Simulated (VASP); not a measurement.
# Settings for ZnO: piezoelectric tensors

ZnO, P6_3mc (no. 186), 4 atoms in the cell. PBE, piezoelectric tensors; PAW potentials Zn, O (PBE set). VASP 6.6.1.

Wanted: relaxed-ion piezoelectric stress constants within 0.03 C/m²; elastic constants within 2 %; static dielectric tensor within 3 %.

Geometry: relaxed with this functional.

Elastic constants: the values given are C11, C33, C12, C13, C44, C66.

POSCAR:
```
ZnO
1.0
    3.2856785720      0.0000000000      0.0000000000
   -1.6428392860      2.8454811120      0.0000000000
    0.0000000000      0.0000000000      5.3041328334
Zn O
2 2
Direct
    0.6666666667      0.3333333333     -0.0000023682
    0.3333333333      0.6666666667      0.4999976318
    0.3333333333      0.6666666667      0.8790123682
    0.6666666667      0.3333333333      0.3790123682
```

The series start from k mesh: 8x8x6; Plane-wave cutoff (eV): 600; SCF threshold (eV): 1e-8; Precision mode: Accurate; Method: LEPSILON. Each series keeps the choices made before it, and each single choice may use up half of a tolerance.

## k mesh

| k mesh | Relaxed-ion piezoelectric stress constants, largest deviation (C/m²) | Elastic constants, largest deviation against the largest value | Static dielectric tensor, largest deviation against the largest value | Time (s) |
|---|---|---|---|---|
| 4x4x4 | 0.063 | 0.34 % | 108 % | 133 |
| 6x6x4 | 0.029 | 0.13 % | 39 % | 207 |
| 8x8x4 | 0.015 | 0.07 % | 18 % | 249 |
| 8x8x6 | 0.004 | 0.035 % | 11 % | 351 |
| 12x12x6 | 0.005 | 0.11 % | 2.3 % | 670 |
| 14x14x8 (reference) | 0.000 | 0 % | 0 % | 1067 |

Chosen: 14x14x8; the next looser run is off by more than half of the tolerance, so convergence isn't shown beyond this value.

## Plane-wave cutoff (eV)

| Plane-wave cutoff (eV) | Relaxed-ion piezoelectric stress constants, largest deviation (C/m²) | Elastic constants, largest deviation against the largest value | Static dielectric tensor, largest deviation against the largest value | Time (s) |
|---|---|---|---|---|
| 400 | 0.025 | 26 % | 0.49 % | 513 |
| 460 | 0.002 | 8.1 % | 0.38 % | 591 |
| 520 | 0.007 | 0.4 % | 0.29 % | 606 |
| 600 | 0.002 | 1.1 % | 0.1 % | 1067 |
| 720 | 0.005 | 0.69 % | 0.15 % | 1380 |
| 840 (reference) | 0.000 | 0 % | 0 % | 1496 |

Chosen: 720, the loosest value from which every tighter one stays within half of the tolerance.

## All choices together

| Input | Relaxed-ion piezoelectric stress constants, largest deviation (C/m²) | Elastic constants, largest deviation against the largest value | Static dielectric tensor, largest deviation against the largest value | Time (s) |
|---|---|---|---|---|
| program defaults, KSPACING-like mesh of 0.5 per A (naive) | 0.032 | 26 % | 32 % | 38 |
| chosen settings | 0.005 | 0.69 % | 0.15 % | 1380 |
| reference settings throughout | 0.000 | 0 % | 0 % | 1496 |

The chosen settings stay within the tolerance of the reference run, but the reference itself isn't shown to be converged in: k mesh, SCF threshold (eV).

Values of the reference run: Relaxed-ion piezoelectric stress constants: 1.046, -0.543, -0.4 C/m²; Elastic constants: 188.9, 201.7, 107.9, 93.5, 37, 40.5 GPa; Static dielectric tensor: 10.53, 10.53, 11.45.

## The input

INCAR:
```
SYSTEM = ZnO
  ALGO = Normal
  EDIFF = 1E-8
  ENCUT = 720
  GGA = PE
  IBRION = 6
  ISIF = 3
  ISMEAR = 0
  KPAR = 4
  LASPH = .True.
  LCHARG = .False.
  LEPSILON = .True.
  LREAL = .False.
  LWAVE = .False.
  NELM = 120
  NFREE = 2
  NSW = 1
  POTIM = 0.015
  PREC = Accurate
  SIGMA = 0.02
```

KPOINTS:
```
Automatic mesh
0
Gamma
  14 14 8
  0 0 0
```

Commands:
```
cat potpaw_PBE.64/Zn/POTCAR potpaw_PBE.64/O/POTCAR > POTCAR
mpirun -np 4 vasp_std > vasp.out
```

The chosen input took VASP 6.6.1 1380 s on 4 cores (Intel Xeon 6975P-C (Granite Rapids)), a shared host.

## An input that fails: IBRION = 8, for which VASP prints no elastic tensor

It runs to its end, but its output holds no elastic tensor.

Changes against the starting input:
```
- IBRION = 6
+ IBRION = 8
```
